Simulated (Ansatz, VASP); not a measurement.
**PbS: VASP beside Ansatz**

One calculation is typed for both programs; each brings its own data sets. How far apart do they land? The structure shown is the end of the Ansatz relaxation below.

Main program and level: Ansatz 0.2.0; plane waves, with VASP 6.6.1 beside it; single point at PBEsol.

## 1. Set-up

Symmetry: Fm-3m, No. 225, cubic system. The conventional cell has a = 5.903 Å, b = 5.903 Å, c = 5.903 Å, α = 90.00°, β = 90.00°, γ = 90.00°. Nearest to Pb lie 6 S at 2.95 Å. S has 6 Pb at 2.95 Å nearest. Farther neighbours and most contacts between anions are not listed.

## 2. Ansatz: relaxation, PBEsol

Ansatz runs on its PAW soft_1 files.

This run makes the geometry at which the two programs are then compared.

input.yaml reads:

```yaml
crystal:
  lattice:
    - [4.173931, 0.0, 0.0]
    - [0.0, 4.173931, 0.0]
    - [0.0, 0.0, 5.90283]
  atoms:
    - { symbol: Pb, position: [0.0, 0.0, 0.0] }
    - { symbol: Pb, position: [0.5, 0.5, 0.5] }
    - { symbol: S, position: [0.0, 0.0, 0.5] }
    - { symbol: S, position: [0.5, 0.5, 0.0] }
kpoints:
  mp_grid: { grid: [7, 7, 5] }
scf:
  occupations: { method: fermi_dirac, width: 0.02 }
hamiltonian:
  xc: pbesol
  pseudopotentials: { kind: paw, azcp: { folder: soft_1 }, xc_functional: pbe }
basis:
  ecutwfc: 600
output:
  forces: true
  stress: true
relax:
  f_tol: 0.005
  max_steps: 70
  cell: { stress_tol: 0.02, p_target: 0, fix: [c, alpha, beta, gamma] }
```

The run is started by

```sh
$ ansatz run input.yaml --threads 4 --pin off --max-ram 10240MiB --backend cpu --events-out ev --progress --plain --runs-dir out
```

Numbers of over 12 decimals in the logs are rounded to 6 here.

What it wrote:

```text
Engine: ansatz 0.2.0, x86_64-unknown-linux-gnu
Pseudopotentials: kind: paw
Pseudopotential: Pb, paw, valence charge 14, recommended cutoff 420 eV (normal), soft_1/Pb.paw.azcp
Pseudopotential: S, paw, valence charge 6, recommended cutoff 420 eV (normal), soft_1/S.paw.azcp
Functional definition: PBEsol
  exchange = pbesol_x
  correlation = pbesol_c
Crystal: 4 atoms, lattice volume = 102.837 Å³
Basis set: ecut = 600 eV, 3411 PW (Γ), exchange–correlation on 72×72×96 points (8 copies of the dense FFT grid, shifted against one another)
Bands: 24, of which v1, the nominal top of the filled ones, is band 20 counted from 1 (19 counted from 0)
Symmetry: 32 space group operations
Space group: Fm-3m (ITA 225), of the structure as read, at distance tolerance 4.7e-5 Å
k-points: 30 of 245
Non-local potential: Pb, projectors of the file, l = 0: 2, l = 1: 2, l = 2: 2, l = 3: 1
Non-local potential: S, projectors of the file, l = 0: 2, l = 1: 2, l = 2: 1
PAW form: soft (Blöchl's): semilocal exchange-correlation on the pseudo side does not see the compensation charge
PAW frozen core: Pb, regenerated for the run's functional, and the local potential with it (the file was generated under x = pbe(κ = 0.804, μ = 0.219515), c = pbe(β = 0.066725))
PAW frozen core: S, regenerated for the run's functional, and the local potential with it (the file was generated under x = pbe(κ = 0.804, μ = 0.219515), c = pbe(β = 0.066725))
PAW one-centre angular grid: Pb, 590 points (default); XC on 64 Gauss nodes
PAW one-centre angular grid: S, 110 points (default); XC on 64 Gauss nodes
Initial density: superposition of atomic densities (chi_scale 0.1, normalization cell, long waves kept (reshape's long-wave potential 0.00 eV rms))
Initial wavefunctions: pseudopotential atomic-orbital guess
Functional: x = pbesol(κ = 0.804, μ = 0.123457), c = pbesol(β = 0.046)
SCF iter   1: F=—  HF=-25286.752600 eV  |F-HF|=—  |Δ(HF+E_count)|=         —  Δρ=2.73e-2  dr2=1.66e0  ethr=3.10e-3  ⟨swp⟩=7.0  Hψ=3721  notcnv=0
preconditioner: auto → Resta (q_TF=auto, 2.331 Å⁻¹)  ε∞=3.8  [insulator: Δε(μ)=1.213 eV  Ē_g=13.965 eV  σ=0.020 eV  W_gap=1.00  n_scr=20 (ndim 8)  ℏωp=23.2 eV  f_vac=0.000  D(μ)=0.00/eV (n_scr^D=0)  ε∞_Penn≈3.8]
SCF iter   2: F=—  HF=-25286.328220 eV  |F-HF|=—  |Δ(HF+E_count)|=   4.24e-1  Δρ=1.13e-2  dr2=1.79e-1  ethr=3.10e-3  ⟨swp⟩=3.0  Hψ=1261  notcnv=0
SCF iter   3: F=—  HF=-25286.301050 eV  |F-HF|=—  |Δ(HF+E_count)|=   2.72e-2  Δρ=4.56e-3  dr2=1.89e-2  ethr=4.47e-4  ⟨swp⟩=2.6  Hψ=1044  notcnv=0
SCF iter   4: F=—  HF=-25286.302943 eV  |F-HF|=—  |Δ(HF+E_count)|=   1.89e-3  Δρ=3.86e-4  dr2=1.70e-4  ethr=4.73e-5  ⟨swp⟩=2.9  Hψ=1120  notcnv=0
SCF iter   5: F=—  HF=-25286.303145 eV  |F-HF|=—  |Δ(HF+E_count)|=   2.02e-4  Δρ=7.32e-5  dr2=6.66e-6  ethr=4.24e-7  ⟨swp⟩=2.3  Hψ=1031  notcnv=0
SCF iter   6: F=—  HF=-25286.303147 eV  |F-HF|=—  |Δ(HF+E_count)|=   1.82e-6  Δρ=1.67e-5  dr2=3.69e-7  ethr=1.67e-8  ⟨swp⟩=2.9  Hψ=1377  notcnv=0
SCF iter   7: F=-25286.303147 eV  HF=-25286.303147 eV  |F-HF|=1.65e-8  |Δ(HF+E_count)|=   2.29e-7  Δρ=4.50e-6  dr2=2.27e-8  ethr=2.50e-10  ⟨swp⟩=5.0  Hψ=2882  notcnv=0
SCF 1 converged in 7 iterations: F = -25286.303147 eV  dr2 = 2.27e-8
  greatest PAW one-centre occupation: 0.982 electrons in one spin orbital (limit 2), on the Pb atom at site 1 (counted from 0), in its partial waves of l = 2
relax step   1: F+E_penalty+E_count = -25286.30314714 eV  Δ(F+E_penalty+E_count) = +0.000e0 eV  max|allowed force component| = 3.796e-30 eV/Å  Δτ_max = 0.0000 Å  P = -0.031 GPa  Ω = 102.837 Å³  fix = [c, alpha, beta, gamma]  reactions: c -0.097 GPa  (7 SCF iters, dr2 threshold 1.00e-7 eV, accepted)
Initial density: handed on by an earlier stage of this run
Initial wavefunctions: pseudopotential atomic-orbital guess (no wavefunctions were taken with the density)
iter 1 solved again at ethr=1.79e-7 eV; its pass at ethr=3.10e-3 eV (dr2=7.15e-5 eV) is discarded
SCF iter   1: F=—  HF=-25286.303149 eV  |F-HF|=—  |Δ(HF+E_count)|=         —  Δρ=4.22e-6  dr2=1.97e-8  ethr=1.79e-7  ⟨swp⟩=3.9  Hψ=6039  notcnv=0
eigensolver tolerance schedule: the retry pair's looser diagonalisation over-reported the residual by 3630.20 of it (diagonalisation noise at 0.26 of the residual, at the tolerance the schedule requests for it); recorded, not acted on — ethr = c·dr2/N_el stays at c = 1.0e-1
preconditioner: auto → Resta (q_TF=auto, 2.331 Å⁻¹)  ε∞=3.7  [insulator: Δε(μ)=0.990 eV  Ē_g=14.071 eV  σ=0.020 eV  W_gap=1.00  n_scr=20 (ndim 8)  ℏωp=23.2 eV  f_vac=0.000  D(μ)=0.00/eV (n_scr^D=0)  ε∞_Penn≈3.7]
SCF iter   2: F=—  HF=-25286.303147 eV  |F-HF|=—  |Δ(HF+E_count)|=   1.83e-6  Δρ=1.90e-6  dr2=2.97e-9  ethr=4.92e-11  ⟨swp⟩=3.1  Hψ=1527  notcnv=0
SCF iter   3: F=—  HF=-25286.303147 eV  |F-HF|=—  |Δ(HF+E_count)|=  1.86e-10  Δρ=4.84e-7  dr2=1.75e-10  ethr=7.42e-12  ⟨swp⟩=2.0  Hψ=1292  notcnv=0
SCF iter   4: F=—  HF=-25286.303147 eV  |F-HF|=—  |Δ(HF+E_count)|=  1.09e-10  Δρ=2.31e-7  dr2=4.36e-11  ethr=1.00e-12  ⟨swp⟩=2.9  Hψ=1340  notcnv=0
SCF iter   5: F=-25286.303147 eV  HF=-25286.303147 eV  |F-HF|=7.28e-12  |Δ(HF+E_count)|=  4.37e-11  Δρ=6.45e-8  dr2=4.20e-12  ethr=1.00e-12  ⟨swp⟩=5.2  Hψ=3302  notcnv=0
SCF 2 converged in 5 iterations: F = -25286.303147 eV  dr2 = 4.20e-12
relax step   2: F+E_penalty+E_count = -25286.30314715 eV  Δ(F+E_penalty+E_count) = -1.155e-8 eV  max|allowed force component| = 1.544e-29 eV/Å  Δτ_max = 0.0000 Å  P = -0.031 GPa  Ω = 102.837 Å³  fix = [c, alpha, beta, gamma]  reactions: c -0.097 GPa  stress off target by 2.16e-3 GPa on what of the cell is left free  SCF on the basis re-selected at this cell (its energy is not comparable with the rows above)  (5 SCF iters)
basis re-selected at this cell: Δ(F+E_penalty+E_count) = -1.155e-8 eV, ΔP = -0.000 GPa vs the last step (what re-selecting the basis moved, of the pressure what is left beyond the Pulay correction that the steps carried, after the strain that the cell walked since its last selection, with what the two solves' SCF thresholds leave and, on support functions, any second-order correction that the steps lacked; it is no m [...]
SCF converged after 5 iterations
Free energy (F): -25286.303147 eV
Harris-Foulkes:  -25286.303147 eV  (|F-HF|=7.28e-12)
Internal energy: -25286.303147 eV  (E = F + TS)
E sigma→0 (E₀):  -25286.303147 eV
Fermi energy:    8.819264 eV
--- Per-component energies (eV) ---
  E_band       = -102.714300
  E_kinetic    = 794.087283
  E_local      = -2357.588245  (includes V_loc(G=0)·N_el)
  E_nonlocal   = 683.636183
  E_hartree    = 885.695674
  E_xc         = -586.051320
  E_vxc        = -443.036510  (∫ρ·V_xc dr)
  E_paw        = -21664.917359  (= ΣΔE_a)
  E_vpaw       = -551.204315  (= ΣTr[D̂ρ^β])
  E_aug_tail   = -0.000018  (compensation charges beyond the density's cutoff)
  E_ewald      = -3041.413586
  E_core_change = 0.248239  (= ΣΔE_core)
  E_smearing   = -0.000000  (= −TS)
  E_closure    = 0.000000  (closes the sum)
  Σ components = -25286.303147   (vs F -25286.303147, Δ=0.00e0)
--- Forces (eV/Å), atoms counted from 1 ---
  atom   1  Pb     0.00000000     0.00000000     0.00000000
  atom   2  Pb     0.00000000    -0.00000000     0.00000000
  atom   3  S      0.00000000    -0.00000000     0.00000000
  atom   4  S     -0.00000000     0.00000000     0.00000000
  max |Σ_I F_I| component: 5.81e-29 eV/Å
--- Stress (GPa, compression-positive) ---
        0.002159       0.000000       0.000000
        0.000000       0.002159       0.000000
        0.000000       0.000000      -0.096758
  P = ⅓ Tr σ = -0.0308 GPa (-0.308 kbar)
--- Relaxed structure (1 steps of the walk, 1 accepted, 1 SCFs on fresh bases) ---
  F+E_penalty+E_count = -25286.30314715 eV   max|allowed force component| = 1.544e-29 eV/Å   (the final SCF, on the basis selected at the relaxed cell)
  cell:  # Å, volume = 102.8373 Å³
    - [4.173931, 0.0, 0.0]
    - [0.0, 4.173931, 0.0]
    - [0.0, 0.0, 5.90283]
  atoms:
    - { symbol: Pb, position: [0.0, 0.0, 0.0] }
    - { symbol: Pb, position: [0.5, 0.5, 0.5] }
    - { symbol: S, position: [0.0, 0.0, 0.5] }
    - { symbol: S, position: [0.5, 0.5, 0.0] }
```

In the SCF lines HF is the Harris–Foulkes energy and dr2 the Hartree energy of the density residual, in eV; the loop may stop once dr2 is under the threshold and the program's other checks hold. Hψ counts applications of the Hamiltonian.

## 3. VASP: single point, PBEsol, pair 1

The same cell, functional, mesh and smearing now go to VASP, with its own data sets.

Lines of VASP's logs that name or quote its potential files are left out, and so is its time.

INCAR reads:

```
SYSTEM = PbS
PREC = Accurate
ENCUT = 500
EDIFF = 1E-06
NELM = 120
ISMEAR = -1
SIGMA = 0.02
LREAL = .FALSE.
ALGO = Normal
GGA = PS
NBANDS = 26
LORBIT = 11
LWAVE = .FALSE.
LCHARG = .FALSE.
ISIF = 2
LASPH = .TRUE.
GGA_COMPAT = .FALSE.
EFERMI = MIDGAP
KPAR = 2
```

POSCAR reads:

```
PbS
1.0
    4.1739310000      0.0000000000      0.0000000000
    0.0000000000      4.1739310000      0.0000000000
    0.0000000000      0.0000000000      5.9028300000
Pb S
2 2
Direct
    0.0000000000      0.0000000000      0.0000000000
    0.5000000000      0.5000000000      0.5000000000
    0.0000000000      0.0000000000      0.5000000000
    0.5000000000      0.5000000000      0.0000000000
```

KPOINTS reads:

```
Automatic mesh
0
Gamma
7 7 5
0 0 0
```

The projector-augmented-wave data sets are Pb_d and S (PBE family, release 64).

The run is started by

```sh
$ mpirun -np 2 vasp_std
```

What it wrote:

```text
[banner, memory and clock lines left out]
running    2 mpi-ranks, on    1 nodes
 distrk:  each k-point on    1 cores,    2 groups
 distr:  one band on    1 cores,    1 groups

 POSCAR found type information on POSCAR PbS
 POSCAR found :  2 types and       4 ions
|                                                                             |
|               ----> ADVICE to this user running VASP <----                  |
|                                                                             |
|     You enforced a specific xc type in the INCAR file but a different       |
|     [... a line on the potential file left out ...]
|     I HOPE YOU KNOW WHAT YOU ARE DOING!                                     |
|                                                                             |

 LDA part: xc-table for (Slater+PW92), standard interpolation
 POSCAR, INCAR and KPOINTS ok, starting setup
 FFT: planning ... GRIDC
 FFT: planning ... GRID_SOFT
 FFT: planning ... GRID
 WAVECAR not read
 entering main loop
       N       E                     dE             d eps       ncg     rms          rms(c)
DAV:   1     0.408771095021E+03    0.40877E+03   -0.18564E+04  1560   0.161E+03
DAV:   2     0.260340653016E+02   -0.38274E+03   -0.37393E+03  1594   0.420E+02
DAV:   3    -0.176401558728E+02   -0.43674E+02   -0.42753E+02  2042   0.158E+02
DAV:   4    -0.196222853597E+02   -0.19821E+01   -0.19712E+01  1846   0.351E+01
DAV:   5    -0.197044002634E+02   -0.82115E-01   -0.82077E-01  2216   0.738E+00    0.641E+00
DAV:   6    -0.189175153373E+02    0.78688E+00   -0.20936E+00  2086   0.990E+00    0.408E+00
DAV:   7    -0.189193740433E+02   -0.18587E-02   -0.35731E-01  1902   0.260E+00    0.230E+00
DAV:   8    -0.189208313328E+02   -0.14573E-02   -0.52538E-02  2150   0.198E+00    0.546E-01
DAV:   9    -0.189178412988E+02    0.29900E-02   -0.13589E-02  2114   0.932E-01    0.868E-02
DAV:  10    -0.189180679967E+02   -0.22670E-03   -0.10042E-03  1740   0.162E-01    0.578E-02
DAV:  11    -0.189180720502E+02   -0.40535E-05   -0.50388E-05  2368   0.667E-02    0.870E-03
DAV:  12    -0.189180708968E+02    0.11534E-05   -0.53553E-06  1662   0.234E-02    0.509E-03
DAV:  13    -0.189180708063E+02    0.90488E-07   -0.57695E-07   988   0.499E-03
   1 F= -.18918071E+02 E0= -.18918071E+02  d E =-.127793E-11
```

From OUTCAR (step 3):

```text
ion  position               nearest neighbor table
   1  0.000  0.000  0.000-   4 2.95   4 2.95   4 2.95   4 2.95   3 2.95   3 2.95
   2  0.500  0.500  0.500-   3 2.95   3 2.95   3 2.95   3 2.95   4 2.95   4 2.95
   3  0.000  0.000  0.500-   2 2.95   2 2.95   2 2.95   2 2.95   1 2.95   1 2.95
   4  0.500  0.500  0.000-   1 2.95   1 2.95   1 2.95   1 2.95   2 2.95   2 2.95

  LATTYP: Found a simple tetragonal cell.
 ALAT       =     4.1739310000
 C/A-ratio  =     1.4142136034

 Subroutine GETGRP returns: Found 16 space group operations
 (whereof 16 operations were pure point group operations)

The static configuration has the point symmetry D_4h.

 Found     30 irreducible k-points:

   k-points           NKPTS =     30   k-points in BZ     NKDIM =     30   number of bands    NBANDS=     26

   dimension x,y,z NGX =    30 NGY =   30 NGZ =   48
   dimension x,y,z NGXF=    60 NGYF=   60 NGZF=   96

   ENCUT  =  500.0 eV  36.75 Ry    6.06 a.u.   7.61  7.61 10.76*2*pi/ulx,y,z

   NELECT =      40.0000    total number of electrons

 k-points in reciprocal lattice and weights: Automatic mesh
   0.00000000  0.00000000  0.00000000       0.004
   0.14285714  0.00000000  0.00000000       0.016
   0.28571429  0.00000000  0.00000000       0.016
   0.42857143  0.00000000  0.00000000       0.016
   0.14285714  0.14285714  0.00000000       0.016
   0.28571429  0.14285714  0.00000000       0.033
   0.42857143  0.14285714  0.00000000       0.033
   0.28571429  0.28571429  0.00000000       0.016
   0.42857143  0.28571429  0.00000000       0.033
[...]
0.42857143  0.28571429  0.40000000       0.065
   0.42857143  0.42857143  0.40000000       0.033

 average (electrostatic) potential at core
       1 -91.1694       2 -91.1694       3 -85.4325       4 -85.4325

 E-fermi :   6.0401

 k-point     1 :       0.0000    0.0000    0.0000
  band No.  band energies     occupation
    ...
     16       2.3193      2.00000
     17       2.3193      2.00000
     18       3.6371      2.00000
     19       3.6371      2.00000
     20       3.6376      2.00000
     21       9.5386      0.00000
     22      11.0830      0.00000
     23      11.0830      0.00000
     24      11.0832      0.00000
     25      11.4588      0.00000
    ...

 k-point     2 :       0.1429    0.0000    0.0000
  band No.  band energies     occupation
    ...
     16       2.4941      2.00000
     17       2.7018      2.00000
     18       3.4928      2.00000
     19       3.7586      2.00000
     20       4.0368      2.00000
     21       9.6032      0.00000
     22       9.8107      0.00000
     23      10.1862      0.00000
     24      10.6434      0.00000
     25      10.9283      0.00000
    ...

 k-point     3 :       0.2857    0.0000    0.0000
  band No.  band energies     occupation
    ...
     16       2.9807      2.00000
     17       3.0589      2.00000
     18       3.5397      2.00000
     19       4.0256      2.00000
     20       4.8557      2.00000
     21       8.0569      0.00000
     22       8.8538      0.00000
     23       8.8685      0.00000
     24       9.6663      0.00000
     25      10.0699      0.00000
    ...

  Total       -0.0289713     -0.0289713     -0.0936808      0.0000000     -0.0000000      0.0000000
  in kB       -0.4513654     -0.4513654     -1.4595215      0.0000000     -0.0000000      0.0000000
  external PRESSURE =      -0.7874174 kB  Pullay stress =       0.0000000 kB

  energy-cutoff  :      500.00
  volume of cell :      102.84
      direct lattice vectors                 reciprocal lattice vectors
     4.173931000  0.000000000  0.000000000     0.239582303  0.000000000  0.000000000
     0.000000000  4.173931000  0.000000000     0.000000000  0.239582303  0.000000000
     0.000000000  0.000000000  5.902830000     0.000000000  0.000000000  0.169410266

 POSITION                                       TOTAL-FORCE (eV/Angst)
 -----------------------------------------------------------------------------------
      0.00000      0.00000      0.00000        -0.000000     -0.000000      0.000000
      2.08697      2.08697      2.95141         0.000000      0.000000     -0.000000
      0.00000      0.00000      2.95141        -0.000000     -0.000000      0.000000
      2.08697      2.08697      0.00000        -0.000000     -0.000000      0.000000
 -----------------------------------------------------------------------------------
    total drift:                                0.000000      0.000000      0.000000

  FREE ENERGIE OF THE ION-ELECTRON SYSTEM (eV)
  ---------------------------------------------------
  free  energy   TOTEN  =       -18.9180708063 eV

  energy  without entropy=      -18.9180708063  energy(sigma->0) =      -18.91807081

 total charge
# of ion       s       p       d       tot
------------------------------------------
    1        1.473   0.522   9.845  11.840
    2        1.473   0.522   9.845  11.840
    3        1.347   2.312   0.000   3.659
    4        1.347   2.312   0.000   3.659
--------------------------------------------------
tot          5.640   5.668  19.690  30.998

[... 3 further parts left out ...]
```

The run ends at a pressure of -0.08 GPa.

## 4. Side by side

Known differences besides the potentials themselves: the cutoff is 600 eV in Ansatz and 500 eV in VASP; Ansatz makes its cores anew for this functional, VASP keeps those of its PBE data sets; Ansatz's pressure holds a Pulay correction, VASP's none. Total energies have different zeros and are not compared.

The two programs side by side:

```tsv
quantity	Ansatz	VASP	difference
pressure (GPa)	-0.03	-0.08	+0.05
gap on the k mesh (eV)	0.990	0.989	+0.001
```

A gap on the mesh is an upper bound, since the band edges may lie between its points; neither run holds spin-orbit coupling, which can move the band edges of a compound of Pb.

## 5. Ansatz: relaxation, PBEsol

This run makes the geometry at which the two programs are then compared. The cell compared in this pair holds 101.21 Å³, against 102.84 Å³ for the pair before.

The structure compared here is the end of the Ansatz relaxation.

Changes to input.yaml since step 2:

```diff
@@ -2,5 +2,5 @@
   lattice:
-    - [4.173931, 0.0, 0.0]
-    - [0.0, 4.173931, 0.0]
-    - [0.0, 0.0, 5.90283]
+    - [4.194800655, 0.0, 0.0]
+    - [0.0, 4.194800655, 0.0]
+    - [0.0, 0.0, 5.7847734]
   atoms:
```

The run is started by

```sh
$ ansatz run input.yaml --threads 4 --pin off --max-ram 10240MiB --backend cpu --events-out ev --progress --plain --runs-dir out
```

What it wrote:

```text
[...]
Crystal: 4 atoms, lattice volume = 101.791 Å³
Basis set: ecut = 600 eV, 3427 PW (Γ), exchange–correlation on 72×72×96 points (8 copies of the dense FFT grid, shifted against one another)
Bands: 24, of which v1, the nominal top of the filled ones, is band 20 counted from 1 (19 counted from 0)
Symmetry: 32 space group operations
[...]
k-points: 30 of 245
[...]
0.000000       0.000000       3.133736
  P = ⅓ Tr σ = 1.0409 GPa (10.409 kbar)
--- Relaxed structure (3 steps of the walk, 3 accepted, 1 SCFs on fresh bases) ---
[...]
cell:  # Å, volume = 101.2093 Å³
    - [4.182800, 0, 0.0]
    - [0, 4.182800, 0.0]
    - [0.0, 0.0, 5.7847734]
  atoms:
    - { symbol: Pb, position: [0, 0, 0.0] }
    - { symbol: Pb, position: [0.5, 0.5, 0.500000] }
    - { symbol: S, position: [0, 0, 0.500000] }
    - { symbol: S, position: [0.5, 0.5, 0.0] }
[key lines of the parts left out:]
SCF converged after 6 iterations
Free energy (F): -25286.284440 eV
Fermi energy:    9.054387 eV
```

(Part 1 of 2 ends here.)

[Lines on the potential files, build, host, timing and source positions are cut from VASP's logs without a mark.]

[Logs are printed without paths, hosts, clocks, repeated set-up lines and the standing remarks that a program may print on its own settings, such as how far it seeks lower states.]

[Hosts, paths, dates, database ids (printed as entryN), source tags and the programs' standing remarks are cut or masked in the printed files.]
